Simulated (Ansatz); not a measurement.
Write the native input for Ansatz 0.2.0 that does the following.

- Task: band structure
- Functional: PBE
- Potentials or basis: Ansatz PAW
- Cutoff: 420 eV (not typed: the program's choice for these potentials)
- k mesh: 6 × 6 × 6
- Occupations: fermi-dirac, width 0.05 eV
- Spin: no spin polarisation
- Hubbard terms: Ti d U = 5 eV
- Path: [["G", "X", "M", "G", "Z", "P", "N", "Z1", "M"], ["X", "P"]]
- Points for each segment of the path: 10
- Hubbard projectors: ortho-atomic (the default)
- Double counting: fll (the default)

TiO2:

```
Ti O
1.0
    -2.97316    3.28737    3.28740
     2.97316   -3.28737    3.28740
     2.97316    3.28737   -3.28740
Ti O
4 8
Direct
  0.00000 0.50000 0.00000
  0.00000 0.00000 0.50000
  0.49524 0.24524 0.25000
  0.50475 0.75475 0.75000
  0.69508 0.69523 0.50015
  0.69508 0.19493 0.99985
  0.80452 0.74962 0.05490
  0.19472 0.74962 0.44510
  0.80528 0.25038 0.55490
  0.30492 0.80507 0.00015
  0.19548 0.25038 0.94510
  0.30492 0.30477 0.49985
```

The cell is a database's computed one.

These files were run (other wordings do the same):

input.yaml

```yaml
crystal:
  lattice:
    - [-2.97316, 3.287369, 3.287402]
    - [2.97316, -3.287369, 3.287402]
    - [2.97316, 3.287369, -3.287402]
  atoms:
    - { symbol: Ti, position: [0.0, 0.5, 0.0] }
    - { symbol: Ti, position: [0.0, 0.0, 0.5] }
    - { symbol: Ti, position: [0.495245, 0.245245, 0.25] }
    - { symbol: Ti, position: [0.504755, 0.754755, 0.75] }
    - { symbol: O, position: [0.695081, 0.69523, 0.500149] }
    - { symbol: O, position: [0.695081, 0.194932, 0.999851] }
    - { symbol: O, position: [0.804516, 0.749617, 0.054899] }
    - { symbol: O, position: [0.194718, 0.749617, 0.445101] }
    - { symbol: O, position: [0.805282, 0.250383, 0.554899] }
    - { symbol: O, position: [0.304919, 0.805068, 0.000149] }
    - { symbol: O, position: [0.195484, 0.250383, 0.945101] }
    - { symbol: O, position: [0.304919, 0.30477, 0.499851] }
hamiltonian:
  xc: pbe
  pseudopotentials: { kind: paw }
  hubbard: { sites: [{ species: Ti, l: d, u_eff: 5.0 }] }
kpoints:
  mp_grid: { grid: [6, 6, 6] }
  band_path:
    path:
      - [[0.0, 0.0, 0.0], [-0.5, 0.0, 0.0], [-0.5, -0.5, 0.5], [0.0, 0.0, 0.0], [0.4544894662, -0.4544894662, -0.4544894662], [-0.25, -0.25, -0.25], [0.0, -0.5, 0.0], [-0.4544894662, -0.5455105338, 0.4544894662], [-0.5, -0.5, 0.5]]
      - [[-0.5, 0.0, 0.0], [-0.25, -0.25, -0.25]]
    npoints: 10
scf:
  occupations: { method: fermi_dirac, width: 0.05 }
  n_extra_bands: 30
output:
  forces: true
  stress: true
  eigenvalues: true
  fatbands: false
  write_density: true
  write_potential: true
  elf: true
  volumetric_format: npy
```

Potentials or basis: Ansatz PAW.

The run is started by

```sh
$ ansatz run input.yaml --threads 4 --pin off --max-ram 11264MiB --backend cpu --events-out ev --progress --plain --runs-dir out
```

Results of the run:

The pressure is 3.0 GPa, the largest force is 0.146 eV/Å and the band gap on the k mesh is 2.38 eV. The band gap along the path is 2.38 eV.

Caveat: the pressure holds a Pulay correction of +0.7 GPa for the finite cutoff.

It took 19 s on 4 threads of Arm Neoverse V2, with other jobs on the host, peak memory 1.3 GiB.
